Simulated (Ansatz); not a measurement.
# Structure optimisation: boron, diamond

These are results of DFT, PBE, plane waves (420 eV) with PAW, scalar-relativistic in Ansatz 0.2.0, not measurements.

k-point mesh 13×13×13, Fermi-Dirac smearing 0.1 eV, no spin polarisation. Cell and atoms relax.

Starting structure:

```xyz
2
Lattice="0.0000 2.0683 2.0683 2.0683 0.0000 2.0683 2.0683 2.0683 0.0000" Properties=species:S:1:pos:R:3 pbc="T T T"
B     0.5171    0.5171    0.5171
B     3.6195    3.6195    3.6195
```

Task: What cell does the relaxation end in?

Result: Fd-3m with a = 4.052 Å; 8.32 Å³ per atom against 8.85 at the start (-6.0 %).

Task: How much energy does the relaxation gain?

Result: 16.9 meV per atom.

Path of the relaxation (the plane waves are chosen anew near the end, which can shift the energy a little):

```csv
step,E − E(final) (meV/atom),V (Å³/atom),P (GPa),max force (eV/Å)
0,16.92,8.848,-9.78,0.000
1,2.01,8.516,-3.91,0.000
2,-0.72,8.308,0.33,0.000
3,-0.71,8.324,-0.01,0.000
4,0.00,8.324,-0.12,0.000
5,-0.01,8.318,0.00,0.000
6,0.00,8.318,0.00,0.000
```
